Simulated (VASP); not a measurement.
# BN (Fmm2) in VASP: a series of runs, part 2 of 2

VASP 6.6.1. Earlier steps stand in the parts before.

**3. Relaxation of cell and atoms, PBE+D3(BJ)**

INCAR

```
SYSTEM = BN
ALGO = Fast
EDIFF = 1E-7
EDIFFG = -0.005
ENCUT = 600
GGA = PE
IBRION = 2
ISIF = 3
ISMEAR = 0
IVDW = 12
LASPH = .True.
LCHARG = .False.
LREAL = .False.
LWAVE = .False.
NELM = 100
NSW = 90
PREC = Accurate
SIGMA = 0.02
```

KPOINTS

```
k-points
0
Gamma
  12 12 12
  0 0 0
```

POSCAR

```
BN
1.0
    0.0000000000      3.4953158300      2.1660912400
    1.2516321000      0.0000000000      2.1660912400
    1.2516321000      3.4953158300      0.0000000000
B N
1 1
Direct
    0.0000486500      0.0000486500      0.9999513500
    0.6666513400      0.6666513400      0.3333486600
```

Potentials or basis: VASP PAW PBE potentials, release 64 (B, N).

Command:

```sh
> cat potpaw_PBE.64/B/POTCAR potpaw_PBE.64/N/POTCAR > POTCAR
> mpirun -np 1 vasp_std > vasp.out
```

OUTCAR:

```text
SYSTEM = BN
   EDIFF = 1E-7
   EDIFFG = -0.005
   ENCUT = 600
   GGA = PE
   IBRION = 2
   ISIF = 3
   ISMEAR = 0
   IVDW = 12
   LASPH = .True.
   LREAL = .False.
   NELM = 100
   NSW = 90
   PREC = Accurate
 IVDW          = 12

 ion  position               nearest neighbor table
   1  0.000  0.000  1.000-   2 1.44   2 1.44   2 1.44
   2  0.667  0.667  0.333-   1 1.44   1 1.44   1 1.44

  LATTYP: Found a face centered orthorhombic cell.
 ALAT       =     2.5032642000
 B/A-ratio  =     1.7306133647
 C/A-ratio  =     2.7926064137

  Lattice vectors:

 A1 = (   0.0000000000,   3.4953158300,   2.1660912400)
 A2 = (  -1.2516321000,   3.4953158300,   0.0000000000)
 A3 = (  -1.2516321000,   0.0000000000,   2.1660912400)

Analysis of symmetry for initial positions (statically):
=====================================================================
 Subroutine PRICEL returns:
 Original cell was already a primitive cell.

 Routine SETGRP: Setting up the symmetry group for a
 face centered orthorhombic supercell.

 Subroutine GETGRP returns: Found  4 space group operations
 (whereof  4 operations were pure point group operations)
 out of a pool of  8 trial point group operations.

The static configuration has the point symmetry C_2v.

Analysis of symmetry for dynamics (positions and initial velocities):
=====================================================================
 Subroutine PRICEL returns:
 Original cell was already a primitive cell.

 Routine SETGRP: Setting up the symmetry group for a
 face centered orthorhombic supercell.

 Subroutine GETGRP returns: Found  4 space group operations
 (whereof  4 operations were pure point group operations)
 out of a pool of  8 trial point group operations.

The dynamic configuration has the point symmetry C_2v.

 Subroutine INISYM returns: Found  4 space group operations
 (whereof  4 operations are pure point group operations),
 and found     1 'primitive' translations

----------------------------------------------------------------------------------------

                                     Primitive cell

  volume of cell :      18.9526

[... 124 lines left out ...]
  volume of cell :       18.95
 maximum number of plane-waves:       650
 NGX is ok and might be reduce to    36
   NGX = 17   NGY =  9   NGZ = 15

--------------------------------------- Ionic step        1  -------------------------------------------

 number of electron       8.0000000 magnetization

 Free energy of the ion-electron system (eV)
  ---------------------------------------------------
  ext. energy  EPLUGINS =         0.00000000
  ---------------------------------------------------
  free energy    TOTEN  =       -17.59006485 eV

  energy without entropy =      -17.59006485  energy(sigma->0) =      -17.59006485

------------------------ aborting loop because EDIFF is reached ----------------------------------------

 Edisp (eV)   -0.26551

 E8    (eV) :    -0.0773
[... 105 lines left out ...]
  FREE ENERGIE OF THE ION-ELECTRON SYSTEM (eV)
  ---------------------------------------------------
  free  energy   TOTEN  =       -17.8561125781 eV

  energy  without entropy=      -17.8561125781  energy(sigma->0) =      -17.85611258

 E-fermi :   2.2223     XC(G=0):  -9.8437

 val. band max:        2.0968454516   @ k =   0.5000  -0.3333   0.1667
 cond. band min:       5.8548979439   @ k =   0.0000   0.5000   0.5000
 fundamental gap:      3.7580524923
 Fermi energy:         2.2222736424

 k-point     1 :       0.0000    0.0000    0.0000
  band No.  band energies     occupation
      1     -15.7579      2.00000
      2      -2.2745      2.00000
      3       0.6511      2.00000
      4       0.6885      2.00000
      5       7.0384      0.00000
      6      13.5803      0.00000
      7      13.5921      0.00000
      8      15.0368      0.00000
[... 243 lines left out ...]
 k-point    24 :      -0.4167    0.1667    0.0000
  band No.  band energies     occupation
      1     -12.3300      2.00000
      2      -6.5559      2.00000
      3      -3.4773      2.00000
      4       1.4448      2.00000
      5       6.8074      0.00000
      6      13.5578      0.00000
      7      15.5262      0.00000
      8      17.3058      0.00000

 [... further k-points ...]

[... ionic steps 4 to 15 ...]

--------------------------------------- Ionic step       16  -------------------------------------------

 number of electron       8.0000000 magnetization

------------------------ aborting loop because EDIFF is reached ----------------------------------------
[... 75 lines left out ...]
--------------------------------------- Ionic step       18  -------------------------------------------

 number of electron       8.0000000 magnetization

 Free energy of the ion-electron system (eV)
  ---------------------------------------------------
  ext. energy  EPLUGINS =         0.00000000
  ---------------------------------------------------
  free energy    TOTEN  =       -17.57694586 eV

  energy without entropy =      -17.57694586  energy(sigma->0) =      -17.57694586

 E-fermi :   2.5806     XC(G=0): -10.1036

 val. band max:        2.4340759110   @ k =   0.4167  -0.4167   0.0833
 cond. band min:       6.0343531956   @ k =   0.0000   0.5000   0.5000
 fundamental gap:      3.6002772847
 Fermi energy:         2.5806153154

 k-point     1 :       0.0000    0.0000    0.0000
  band No.  band energies     occupation
      1     -15.4929      2.00000
      2      -1.7604      2.00000
      3       0.9878      2.00000
      4       0.9917      2.00000
      5       7.5687      0.00000
      6      13.8649      0.00000
      7      13.9727      0.00000
      8      15.4500      0.00000
[... 286 lines left out ...]
  FREE ENERGIE OF THE ION-ELECTRON SYSTEM (eV)
  ---------------------------------------------------
  free  energy   TOTEN  =       -17.8605384156 eV

  energy  without entropy=      -17.8605384156  energy(sigma->0) =      -17.86053842

 reached required accuracy - stopping structural energy minimisation
```

OSZICAR:

```text
N       E                     dE             d eps       ncg     rms          rms(c)
DAV:   1     0.193356176957E+02    0.19336E+02   -0.51077E+03  4552   0.104E+03
DAV:   2    -0.188216053340E+02   -0.38157E+02   -0.36501E+02  6184   0.196E+02
DAV:   3    -0.194107891535E+02   -0.58918E+00   -0.58918E+00  5464   0.301E+01
DAV:   4    -0.194122551500E+02   -0.14660E-02   -0.14660E-02  7392   0.128E+00
[... 147 lines left out ...]
DAV:   1    -0.175769505798E+02   -0.91559E-04   -0.43665E-04  5192   0.196E-01    0.120E-02
RMM:   2    -0.175769468411E+02    0.37387E-05   -0.66557E-06  4480   0.313E-02    0.528E-03
RMM:   3    -0.175769459816E+02    0.85952E-06   -0.18269E-06  4480   0.138E-02    0.183E-03
RMM:   4    -0.175769458687E+02    0.11288E-06   -0.25676E-07  3882   0.585E-03    0.326E-04
RMM:   5    -0.175769458613E+02    0.73640E-08   -0.28595E-08  2992   0.219E-03
  18 F= -.17860538E+02 E0= -.17860538E+02  d E =-.546396E-05
```

It took 3.4 min on 1 thread of Intel Xeon 6975P-C (Granite Rapids), shared host; peak memory 0.22 GiB.

Results:

```yaml
Free_energy: -17.8605 eV
Relaxed_volume: 8.99 Å³/atom
Relaxed_cell: a = 3.953 Å, b = 2.505 Å, c = 3.535 Å, α = 79.77°, β = 38.58°, γ = 61.65°
Space_group_after_relaxing_to_0.05_Å: Fmm2 (No. 42)
Energy_gained_by_relaxing: 2.5 meV/atom
Ionic_steps: 18
Pressure_after_relaxing: 0.0 GPa
Band_gap_on_the_k_mesh: 3.60 eV, indirect (least direct gap 4.53 eV)
Dispersion_energy_per_atom: -0.142 eV
```

The path:
```
step  energy change (eV)  largest force (eV/Å)  pressure (GPa)  volume (Å³)
   1              0.0000                0.0095            0.70        18.95
   2              0.0004                0.0287           -2.55        19.07
   3             -0.0005                0.0075           -0.71        19.00
   4             -0.0011                0.0131           -0.67        18.93
   5             -0.0025                0.0750           -0.57        18.70
   6             -0.0041                0.2007           -0.27        18.24
   7             -0.0043                0.1706           -0.23        18.21
   8             -0.0047                0.0807           -0.13        18.13
   9             -0.0048                0.0976            0.07        17.97
  10             -0.0049                0.0270           -0.02        18.04
  11             -0.0049                0.0314           -0.01        18.03
  12             -0.0049                0.0297            0.01        18.02
  13             -0.0050                0.0243            0.02        18.00
  14             -0.0050                0.0135            0.04        17.94
  15             -0.0050                0.0200            0.02        17.97
  16             -0.0050                0.0180            0.04        17.96
  17             -0.0050                0.0191            0.02        17.97
  18             -0.0050                0.0017            0.01        17.97
```

Final structure:
```
CELL_PARAMETERS angstrom
0.00000 3.30495 2.16853
1.25378 0.00000 2.16853
1.25378 3.30495 0.00000
ATOMIC_POSITIONS crystal
B 0.00012 0.00012 0.99988
N 0.66658 0.66658 0.33342
```

Levels at points of the mesh, in eV from the valence-band top:
```
           k point  band 2  band 3  band 4  band 5  band 6  band 7
(0.00, 0.00, 0.00)   -4.19   -1.45   -1.44    5.13   11.43   11.54
(0.50, 0.00, 0.00)   -9.01   -4.23   -1.04    4.56    9.79   13.58
(0.50, 0.50, 0.00)   -9.14   -4.23   -0.36    6.03    9.36   12.37
(0.50, 0.00, 0.50)   -6.35   -1.48   -1.43   10.16   11.37   11.47
(0.00, 0.50, 0.50)   -8.85   -4.30   -1.66    3.60    9.77   14.88
```
